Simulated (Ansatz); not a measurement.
Crystal: CuO.

```
Cu O
1.0
     4.16094    0.00000    0.00000
     0.00000    4.16094    0.00000
     0.00000    0.00000    3.88764
Cu O
3 3
Direct
  0.50000 0.00000 0.50000
  0.00000 0.50000 0.50000
  0.00000 0.00000 0.00000
  0.00000 0.00000 0.50000
  0.50000 0.00000 0.00000
  0.00000 0.50000 0.00000
```

Measurements of this composition are mostly on another form, of space group No. 15.

Base run:

```yaml
Program: Ansatz 0.2.0
Functional: r2SCAN
Potentials_or_basis: Ansatz PAW
Cutoff: "500 eV (not typed: the program's choice for these potentials)"
k_mesh: 7 × 7 × 7
Occupations: fermi-dirac, width 0.05 eV
Spin: no spin polarisation
```

Its results: band gap on the k mesh none (metal or under the smearing width); pressure -4.8 GPa.

Question: After a change of settings the same cell gave: band gap on the k mesh none (metal or under the smearing width); pressure 7.5 GPa. Which change was it?
A. functional from r2SCAN to PBE; cutoff from 500 eV (not typed: the program's choice for these potentials) to 420 eV (not typed: the program's choice for these potentials); k mesh from 7 × 7 × 7 to 11 × 11 × 12
B. functional from r2SCAN to BLYP; cutoff from 500 eV (not typed: the program's choice for these potentials) to 420 eV (not typed: the program's choice for these potentials)
C. functional from r2SCAN to PBE; cutoff from 500 eV (not typed: the program's choice for these potentials) to 420 eV (not typed: the program's choice for these potentials)
D. functional from r2SCAN to PBE; cutoff from 500 eV (not typed: the program's choice for these potentials) to 300 eV

Answer: B.

Caveats: an odd number of electrons without spin polarisation forces a metal; a magnetic or distorted state may lie lower; the run has no spin polarisation, though such a crystal can be magnetic; semilocal functionals often make such compounds metallic where correlation or magnetic order opens a gap, which also shifts bond lengths; the PAW data sets come from PBE, with cores solved anew for the run's functional, which leaves a small shift of forces and pressure.
